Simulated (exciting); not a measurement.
# GaP (P4/mmm) in exciting: reference runs

How does GaP come out in PBE? The cell is run as given.

Program: exciting (release sodium). These are calculated values, not measurements. Logs are shortened: lines on timing, memory, paths and dates and some standing lists are left out, and cuts for length are marked.

## (1) The crystal as given

The structure is tetragonal, space group P4/mmm (No. 123). Conventional cell: a = 3.457 Å, b = 3.457 Å, c = 2.803 Å, α = 90.00°, β = 90.00°, γ = 90.00°. Around Ga (site symmetry 4/mmm) lie 2 Ga at 2.80 Å and 8 P at 2.82 Å. Around P (site symmetry 4/mmm) lie 2 P at 2.80 Å and 8 Ga at 2.82 Å.

The cell was built by a generator and needn't be a form met in nature.

## (2) Single point, PBE

File input.xml:

```xml
<input>
  <title>GaP</title>
  <structure speciespath="./" tshift="false">
    <crystal scale="1">
      <basevect>6.532140705949 0.000000000000 0.000000000000</basevect>
      <basevect>0.000000000000 6.532140705949 0.000000000000</basevect>
      <basevect>0.000000000000 0.000000000000 5.296070847831</basevect>
    </crystal>
    <species speciesfile="Ga.xml" rmt="2">
      <atom coord="0.000000000000 0.000000000000 0.000000000000"/>
    </species>
    <species speciesfile="P.xml" rmt="2">
      <atom coord="0.500000000000 0.500000000000 0.500000000000"/>
    </species>
  </structure>
  <groundstate do="fromscratch" ngridk="8 8 9" rgkmax="9" gmaxvr="14" lmaxapw="10" lmaxmat="10" lmaxvr="8" xctype="GGA_PBE" stype="Fermi Dirac" swidth="0.00183747" nempty="10" ValenceRelativity="iora*" epsengy="1e-05" epspot="1e-05" maxscl="60" tforce="true" outputlevel="normal"/>
  <properties>
    <chargedensityplot>
      <plot3d>
        <box grid="18 18 15">
          <origin coord="0 0 0"/>
          <point coord="1 0 0"/>
          <point coord="0 1 0"/>
          <point coord="0 0 1"/>
        </box>
      </plot3d>
    </chargedensityplot>
    <elfplot>
      <plot3d>
        <box grid="18 18 15">
          <origin coord="0 0 0"/>
          <point coord="1 0 0"/>
          <point coord="0 1 0"/>
          <point coord="0 0 1"/>
        </box>
      </plot3d>
    </elfplot>
    <exccplot>
      <plot3d>
        <box grid="18 18 15">
          <origin coord="0 0 0"/>
          <point coord="1 0 0"/>
          <point coord="0 1 0"/>
          <point coord="0 0 1"/>
        </box>
      </plot3d>
    </exccplot>
  </properties>
</input>
```

Potentials or basis: all-electron LAPW+lo, shipped species files, valence relativity iora*.

Started as:

```
$ OMP_NUM_THREADS=1 exciting_smp
```

INFO.OUT:

```text
================================================================================
EXCITING SODIUM started
[... 10 lines left out ...]

 Lattice vectors (cartesian) :
      6.5321407059      0.0000000000      0.0000000000
      0.0000000000      6.5321407059      0.0000000000
      0.0000000000      0.0000000000      5.2960708478

 Reciprocal lattice vectors (cartesian) :
      0.9618876246      0.0000000000      0.0000000000
      0.0000000000      0.9618876246      0.0000000000
      0.0000000000      0.0000000000      1.1863861885

 Unit cell volume                           :     225.9773172198
 Brillouin zone volume                      :       1.0976774859

 Species :    1 (Ga)
     parameters loaded from                 :    Ga.xml
     name                                   :    gallium
     nuclear charge                         :     -31.00000000
     electronic charge                      :      31.00000000
     atomic mass                            :  127097.25380000
     muffin-tin radius                      :       2.00000000
     # of radial points in muffin-tin       :     350

     atomic positions (lattice) :
       1 :   0.00000000  0.00000000  0.00000000

 Species :    2 (P)
     parameters loaded from                 :    P.xml
     name                                   :    phosphorus
     nuclear charge                         :     -15.00000000
     electronic charge                      :      15.00000000
     atomic mass                            :   56461.71408000
     muffin-tin radius                      :       2.00000000
     # of radial points in muffin-tin       :     300

     atomic positions (lattice) :
       1 :   0.50000000  0.50000000  0.50000000

 Total number of atoms per unit cell        :       2

 Spin treatment                             :    spin-unpolarised

 Number of Bravais lattice symmetries       :      16
 Number of crystal symmetries               :      16

 k-point grid                               :       8    8    9
 Total number of k-points                   :      75
 k-point set is reduced with crystal symmetries

 R^MT_min * |G+k|_max (rgkmax)              :       9.00000000
 Species with R^MT_min                      :       1 (Ga)
 Maximum |G+k| for APW functions            :       4.50000000
 Maximum |G| for potential and density      :      14.00000000

 G-vector grid sizes                        :      30    30    24
 Total number of G-vectors                  :   10527

 Maximum angular momentum used for
     APW functions                          :      10
     computing H and O matrix elements      :      10
     potential and density                  :       8
     inner part of muffin-tin               :       2

 Total nuclear charge                       :     -46.00000000
 Total electronic charge                    :      46.00000000
 Total core charge                          :      28.00000000
 Total valence charge                       :      18.00000000

 Number of empty states                     :      10
 Total number of valence states             :      20

 Maximum Hamiltonian size                   :     378
 Maximum number of plane-waves              :     360
 Total number of local-orbitals             :      18

 Exchange-correlation type                  :      20
[... 23 lines left out ...]
+ SCF iteration number :    1                                                  +
++++++++++++++++++++++++++++++++++++++++++++++++++++++++++++++++++++++++++++++++
 Total energy                               :     -2284.10035980
 _______________________________________________________________
 Fermi energy                               :         0.28054378
 Kinetic energy                             :      2327.77463936
 Coulomb energy                             :     -4513.02949502
 Exchange energy                            :       -96.72845999
 Correlation energy                         :        -2.11704414
[... 386 lines left out ...]
 RMS change in effective potential (target) :  0.159401E-08  ( 0.100000E-04)
 Absolute change in total energy   (target) :  0.290672E-06  ( 0.100000E-04)
 Charge distance                   (target) :  0.228263E-08  ( 0.100000E-04)
 Abs. change in max-nonIBS-force   (target) :   0.00000      ( 0.500000E-04)

++++++++++++++++++++++++++++++++++++++++++++++++++++++++++++++++++++++++++++++++
| Convergency criteria checked for the last 2 iterations                       +
| Convergence targets achieved. Performing final SCF iteration                 +
++++++++++++++++++++++++++++++++++++++++++++++++++++++++++++++++++++++++++++++++
 Total energy                               :     -2286.20113917
 _______________________________________________________________
 Fermi energy                               :         0.27936159
 Kinetic energy                             :      2325.86631672
 Coulomb energy                             :     -4513.19241698
 Exchange energy                            :       -96.75676579
 Correlation energy                         :        -2.11827312

 DOS at Fermi energy (states/Ha/cell)       :        19.59437631

 Electron charges :
     core                                   :        28.00000000
     core leakage                           :         0.00693928
     valence                                :        18.00000000
     interstitial                           :         4.63174808
     charge in muffin-tin spheres :
                  atom     1    Ga          :        28.74669872
                  atom     2     P          :        12.62155320
     total charge in muffin-tins            :        41.36825192
     total charge                           :        46.00000000

++++++++++++++++++++++++++++++++++++++++++++++++++++++++++++++++++++++++++++++++
+ Self-consistent loop stopped                                                 +
++++++++++++++++++++++++++++++++++++++++++++++++++++++++++++++++++++++++++++++++
 STATE.OUT is written

--------------------------------------------------------------------------------
- Writing atomic positions and forces                                          -
--------------------------------------------------------------------------------

 Atomic positions (lattice) :
 atom     1  Ga  :     0.00000000    0.00000000    0.00000000
 atom     2   P  :     0.50000000    0.50000000    0.50000000

 Total atomic forces including IBS (cartesian) :
 atom     1  Ga  :     0.00000000    0.00000000    0.00000000
 atom     2   P  :     0.00000000    0.00000000    0.00000000

 Atomic force components including IBS (cartesian) :
 atom     1  Ga  :    -0.00000000    0.00000000    0.00000000   HF force
                 :     0.00000000    0.00000000    0.00000000   core correction
                 :     0.00000000    0.00000000    0.00000000   IBS correction
 atom     2   P  :     0.00000000    0.00000000    0.00000000   HF force
                 :     0.00000000    0.00000000    0.00000000   core correction
                 :    -0.00000000    0.00000000    0.00000000   IBS correction

********************************************************************************
[... 7 lines left out ...]
| EXCITING SODIUM stopped                                                      =
================================================================================
```

stdout:

```text
Info(rhoplot):
 3D density plot written to RHO3D.xml

Info(potplot):
 3D Coulomb potential plot written to VCL3D.xml
 3D exchange-correlation potential plot written to VXC3D.xml

Info(elfplot): 3D ELF plot written to ELF3D.xml
```

LINENGY.OUT:

```text
Species :    1 (Ga), atom :    1
 APW functions :
  l =  0, order =  1 :   0.1500000000
  l =  1, order =  1 :   0.5875000000
  l =  2, order =  1 :  -0.2562500000
  l =  3, order =  1 :   0.1500000000
  l =  3, order =  2 :   0.1500000000
  l =  4, order =  1 :   0.1500000000
[... 11 lines left out ...]
  l = 10, order =  1 :   0.1500000000
  l = 10, order =  2 :   0.1500000000
 local-orbital functions :
  l.o. =  1, l =  0, order =  1 :   0.1500000000
  l.o. =  1, l =  0, order =  2 :   0.1500000000
  l.o. =  2, l =  1, order =  1 :   0.5875000000
  l.o. =  2, l =  1, order =  2 :   0.5875000000
  l.o. =  3, l =  2, order =  1 :  -0.2562500000
  l.o. =  3, l =  2, order =  2 :  -0.2562500000
  l.o. =  4, l =  2, order =  1 :  -0.2562500000
  l.o. =  4, l =  2, order =  2 :  -0.2562500000
  l.o. =  4, l =  2, order =  3 :  -0.2531000000

Species :    2 (P), atom :    1
 APW functions :
  l =  0, order =  1 :   0.1500000000
  l =  1, order =  1 :   0.1875000000
  l =  2, order =  1 :   0.1500000000
  l =  2, order =  2 :   0.1500000000
  l =  3, order =  1 :   0.1500000000
  l =  3, order =  2 :   0.1500000000
[... 12 lines left out ...]
  l = 10, order =  1 :   0.1500000000
  l = 10, order =  2 :   0.1500000000
 local-orbital functions :
  l.o. =  1, l =  0, order =  1 :   0.1500000000
  l.o. =  1, l =  0, order =  2 :   0.1500000000
  l.o. =  2, l =  1, order =  1 :   0.1875000000
  l.o. =  2, l =  1, order =  2 :   0.1875000000
```

Wall time 3.6 min (1 thread of Arm Neoverse V1, shared host); peak memory 0.13 GiB.

Results:

```
Free energy                                       : -62210.7086 eV
Band gap on the k mesh                            : none (metal or under the smearing width)
All electrons inside the program's atomic spheres : Ga 28.75; P 12.62 (radii Ga 2.0, P 2.0 bohr)
```

Caveat: the log's total energy holds no entropy term; the free energy is that total less TS from the occupations.
